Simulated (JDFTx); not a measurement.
Runs of JDFTx 1.7.0 (patched build) on Ru. It takes space group P6_3/mmc (No. 194, hexagonal). The conventional cell has a = 2.706 Å, b = 2.706 Å, c = 4.282 Å, α = 90.00°, β = 90.00°, γ = 120.00°. Around Ru (site symmetry -6m2) lie 12 Ru at 2.65 to 2.71 Å. 

| task | potentials or basis | cell | k mesh | cutoff (eV) | further solve for the empty bands | local potential set to -Z/r beyond | pseudo rcut | mesh quality | gap on the mesh (eV) | pressure (GPa) | relaxed volume (Å³/atom) |
| --- | --- | --- | --- | --- | --- | --- | --- | --- | --- | --- | --- |
| single point | PseudoDojo-SR-PBE-0.5-standard | as given | 11 × 11 × 6 | 1143 | yes | - | - | not flagged | none | 5.1 | - |
| relaxation of cell and atoms | PseudoDojo-SR-PBE-0.5-stringent with smoothed tails | relaxed | 6 × 6 × 3 | 1143 | no | 6 bohr | 6 | coarse | none | 0.0 | (a) |
| relaxation of cell and atoms | SPMS-PBE-1.0 with smoothed tails | relaxed | 6 × 6 × 3 | 1088 | no | 6 bohr | 6 | coarse | none | 0.0 | 13.83 |
| relaxation of cell and atoms | Ansatz-NC-SR-PBE with smoothed tails | relaxed | 6 × 6 × 3 | 1143 | no | 6 bohr | 6 | coarse | none | 0.0 | 13.80 |
| relaxation of cell and atoms | SG15-PBE-1.2 with smoothed tails | relaxed | 6 × 6 × 3 | 1088 | no | 6 bohr | 6 | coarse | none | 0.0 | (b) |

Alike in all rows: level PBE; no spin polarisation; smearing fermi-dirac 0.05 eV.

Problem. Fill in the values left out.

Solution. (a) 13.82; (b) 13.81.

Caveats: some runs use coarse meshes.

A k mesh can miss the band edges, and the runs leave out spin-orbit coupling on Ru.

A gap of «none» marks a metal or a gap under the smearing width.

Not every run made on this cell is shown here.
